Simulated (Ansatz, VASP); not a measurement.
**CdSe in VASP and in Ansatz**

The input POSCAR:

```
CdSe
1.0
    0.0000000000      3.0702711986      3.0702711986
    3.0702711986      0.0000000000      3.0702711986
    3.0702711986      3.0702711986      0.0000000000
Cd Se
1 1
Direct
    0.0000000000      0.0000000000      0.0000000000
    0.2500000000      0.2500000000      0.2500000000
```

INCAR.step1

```
ALGO     = Normal         # electronic algorithm
EDIFF    = 1E-5           # SCF threshold, eV
ENCUT    = 600            # plane-wave cutoff, eV
GGA      = PE             # functional
ISMEAR   = -1             # smearing method
LASPH    = True           # aspherical terms in the spheres
LCHARG   = False          # write CHGCAR
LREAL    = False          # projectors in reciprocal space
LWAVE    = True           # write WAVECAR
NELM     = 60             # most SCF steps
PREC     = Accurate       # precision mode
SIGMA    = 0.05           # smearing width, eV
```

The input INCAR.step2:

```
AEXX     = 0.25           # exact-exchange fraction
ALGO     = Normal         # electronic algorithm
EDIFF    = 1E-6           # SCF threshold, eV
EDIFFG   = -0.02          # ionic threshold
ENCUT    = 600            # plane-wave cutoff, eV
GGA      = PS             # functional
HFRCUT   = -1           
IBRION   = 2              # ionic algorithm
ISIF     = 3              # what is computed and relaxed
ISMEAR   = -1             # smearing method
ISTART   = 1            
LASPH    = True           # aspherical terms in the spheres
LCHARG   = False          # write CHGCAR
LHFCALC  = True           # exact exchange
LREAL    = False          # projectors in reciprocal space
LWAVE    = False          # write WAVECAR
NELM     = 60             # most SCF steps
NSW      = 60             # ionic steps
PREC     = Accurate       # precision mode
PRECFOCK = Fast         
SIGMA    = 0.05           # smearing width, eV
```

File KPOINTS:

```
k-points
0
Gamma
  4 4 4
```

input.yaml

```yaml
crystal:
  lattice:
    - [0.0, 3.0702711986, 3.0702711986]
    - [3.0702711986, 0.0, 3.0702711986]
    - [3.0702711986, 3.0702711986, 0.0]
  atoms:
    - { symbol: Cd, position: [0.0, 0.0, 0.0] }
    - { symbol: Se, position: [0.25, 0.25, 0.25] }
hamiltonian:
  xc: { exchange: pbesol, correlation: pbesol, exx: { coeff: 0.25 } }
  pseudopotentials: { kind: paw }
kpoints:
  mp_grid: { grid: [4, 4, 4] }
scf:
  occupations: { method: fermi_dirac, width: 0.05 }
output:
  forces: true
  stress: true
  write_density: true
  write_potential: true
  elf: true
  volumetric_format: npy
relax:
  f_tol: 0.01
  max_steps: 40
  cell: { stress_tol: 0.05 }
```

Measurements of this composition are mostly on another form, of space group No. 186.

Alike in both runs: task relaxation of cell and atoms; functional PBEsol0; k mesh 4 × 4 × 4; occupations fermi-dirac, width 0.05 eV; no spin polarisation.

|  | VASP | Ansatz |
| --- | --- | --- |
| version | VASP 6.6.1 | Ansatz 0.2.0 |
| potentials or method | VASP PAW PBE potentials, release 64 (Cd, Se) | Ansatz PAW |
| plane-wave cutoff (eV) | 600 | 420 |
| valence electrons in the cell | 18 | 36 |

Ansatz gave:

| Quantity | Value |
| --- | --- |
| gap on the k mesh at the Fermi level, each at its own relaxed structure (eV) | 2.09 |
| relaxed volume (Å³/atom) | 27.94 |
| relaxed cell length with the largest relative difference (Å) | 4.292 |
| energy change over the relaxation (meV/atom) | -6 |

Question: What did VASP give for the same quantities?

Answer: gap on the k mesh at the Fermi level, each at its own relaxed structure (eV): 2.12; relaxed volume (Å³/atom): 28.02; relaxed cell length with the largest relative difference (Å): 4.295; energy change over the relaxation (meV/atom): -5.

The two sets of potentials don't hold the same shells in valence.

Caveats: the k mesh is coarse (spacing up to 0.44 Å⁻¹), so the values aren't converged, least of all with exact exchange; the PAW data sets were made with another functional, which shifts forces and pressure a little (VASP); the plane-wave basis is chosen anew once the cell has moved, so the energies of steps on either side of that aren't comparable (Ansatz); the PAW data sets come from PBE, with cores solved anew for the run's functional, which leaves a small shift of forces and pressure (Ansatz).
